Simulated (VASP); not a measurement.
A run of VASP 6.6.1 is set up as follows.

File INCAR:

```
SYSTEM = InSe
ALGO = Normal
EDIFF = 1E-7
ENCUT = 550
GGA = CA
ISIF = 2
ISMEAR = 0
LASPH = .TRUE.
LCHARG = .TRUE.
LELF = .TRUE.
LREAL = .FALSE.
LVHAR = .TRUE.
LWAVE = .FALSE.
NELM = 80
PREC = Accurate
SIGMA = 0.05
```

Contents of KPOINTS:

```
k-points
0
G
  8 8 2
  0 0 0
```

POSCAR

```
InSe
1.0
    4.0473293151      0.0000000000      0.0000000000
   -2.0236646576      3.5050900044      0.0000000000
    0.0000000000      0.0000000000     18.0520649100
In Se
4 4
Cartesian
   -0.0000000002      2.3367266697      1.3970581489
   -0.0000000002      2.3367266697     16.6550067611
    0.0000000000      0.0000000000      7.6289167200
    0.0000000000      0.0000000000     10.4231481900
   -0.0000000002      2.3367266697      6.3720951348
   -0.0000000002      2.3367266697     11.6799697752
    2.0236646577      1.1683633347      2.6536522781
    2.0236646577      1.1683633347     15.3984126319
```

Potentials or basis: VASP PAW LDA potentials, release 64 (In_d_GW, Se_GW).

Run with:

```sh
$ cat potpaw_LDA.64/In_d_GW/POTCAR potpaw_LDA.64/Se_GW/POTCAR > POTCAR
$ mpirun -np 1 vasp_std > vasp.out
```

Question: Estimate the pressure.

Answer: -2.2 GPa.

Question: Predict the band gap on the k mesh.

Answer: 0.51 eV, direct.

Question: What does it give for the largest force?

Answer: 0.141 eV/Å.

Forces in eV/Å, atoms in the order of the input:
```
In   0.000  0.000 -0.017
In   0.000  0.000  0.017
In   0.000  0.000  0.018
In   0.000  0.000 -0.018
Se   0.000  0.000  0.141
Se   0.000  0.000 -0.141
Se   0.000  0.000 -0.141
Se   0.000  0.000  0.141
```

Caveat: spin-orbit coupling is left out, which moves the levels of the heavy elements. Expect the measured gap to be larger: semilocal functionals such as LDA lack the derivative discontinuity.
